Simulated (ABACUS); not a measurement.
Crystal: CdS (Hawleyite).

```
Cd S
1.0
     0.00000    2.91650    2.91650
     2.91650    0.00000    2.91650
     2.91650    2.91650    0.00000
Cd S
1 1
Cartesian
  0.0000 0.0000 0.0000
  4.3748 4.3748 4.3748
```

Base run:

| Property | Result |
| --- | --- |
| Program | ABACUS 3.10.1 |
| Functional | PBEsol |
| Potentials or basis | SG15 ONCV 1.2 PBE |
| Cutoff | 1401 eV |
| Density cutoff | 5606 eV |
| Basis | plane waves |
| k mesh | 6 × 6 × 6 |
| Occupations | fermi-dirac, width 0.05 eV |
| Spin | no spin polarisation |

Its results: band gap on the k mesh 0.99 eV, direct; pressure -0.1 GPa.

Problem. After a change of settings the same cell gave: band gap on the k mesh 1.04 eV, direct; pressure 3.1 GPa. Which change was it?
A. functional from PBEsol to TPSS; cutoff from 1401 eV to 1619 eV; density cutoff from 5606 eV to 6476 eV; k mesh from 6 × 6 × 6 to 5 × 5 × 5
B. functional from PBEsol to r2SCAN; basis from plane waves to DZP LCAO (the cutoffs set its grid)
C. functional from PBEsol to BP86; potentials or basis from SG15 ONCV 1.2 PBE to GBRV ultrasoft 1.5 PBE; cutoff from 1401 eV to 544 eV; density cutoff from 5606 eV to 4354 eV; valence electrons from 26 to 18

Solution. C.

Caveats: the potentials were made for another functional, which shifts forces and pressure.

Not every run made on this cell is shown here.
